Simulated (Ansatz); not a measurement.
Crystal: CuAu.

```xyz
2
Lattice="1.4431 0.8331 4.2562 -1.4431 0.8331 4.2562 0.0000 -1.6663 4.2562" Properties=species:S:1:pos:R:3 pbc="T T T"
Au    0.0000    0.0000    0.0000
Cu    0.0000    0.0000    6.3843
```

The cell comes from a database or a generator and needn't be the stable form of this composition.

Program: Ansatz 0.2.0. Alike in all runs: task projected density of states; potentials or basis Ansatz PAW; no spin polarisation; cell as given; k mesh 6 × 6 × 6; smearing fermi-dirac 0.05 eV; the mesh is coarse, so values aren't converged.

Order these runs on this cell by their pressure, lowest first.
A. level LDA; cutoff (eV) 420
B. level PBEsol; cutoff (eV) 420
C. level r2SCAN0; cutoff (eV) 500
D. level PBE0; cutoff (eV) 420

A (-12.4 GPa), B (-7.7 GPa), C (-4.0 GPa), D (-1.7 GPa).

Caveats: all runs use coarse meshes; the PAW data sets come from PBE, with cores solved anew for the run's functional, which leaves a small shift of forces and pressure; the thresholds are loose for stress (some runs).
